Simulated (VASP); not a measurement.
Write the native input for VASP 6.6.1 that does the following.

* Task: electrostatic potential
* Functional: PBEsol
* Potentials or basis: VASP PAW PBE potentials, release 64 (Mo_sv)
* Cutoff: 520 eV
* k mesh: 18 × 18 × 18
* Occupations: methfessel-paxton, width 0.1 eV
* Spin: no spin polarisation
* Further INCAR settings: ALGO = Normal; EDIFF = 1e-07

The structure of Mo lies in POSCAR:

```
Mo                                      
1.0
   -1.5653883534      1.5653883534      1.5653883534
    1.5653883534     -1.5653883534      1.5653883534
    1.5653883534      1.5653883534     -1.5653883534
  Mo            
     1
Direct
     0.0000000000000000    0.0000000000000000    0.0000000000000000
```

The cell was built by a generator and needn't be a form met in nature.

The input as run:

INCAR

```
  ALGO = Normal
  EDIFF = 1E-7
  ENCUT = 520
  GGA = PS
  ISIF = 2
  ISMEAR = 1
  LASPH = T
  LCHARG = T
  LREAL = F
  LVHAR = T
  LWAVE = F
  NELM = 60
  PREC = Accurate
  SIGMA = 0.1
```

KPOINTS

```
k-points
0
Gamma
  18 18 18
```

Potentials or basis: VASP PAW PBE potentials, release 64 (Mo_sv).

Command:

```console
$ cat potpaw_PBE.64/Mo_sv/POTCAR > POTCAR
$ mpirun -np 1 vasp_std > vasp.out
```

It gave:

| Property | Result |
| --- | --- |
| Pressure | 0.1 GPa |
| Band gap on the k mesh | none (metal or under the smearing width) |

Caveat: the PAW data sets were made with another functional, which shifts forces and pressure a little.

It took 14 s on 1 thread of Intel(R) Xeon(R) Platinum 8488C (Sapphire Rapids), with other jobs on the host, peak memory 0.15 GiB.
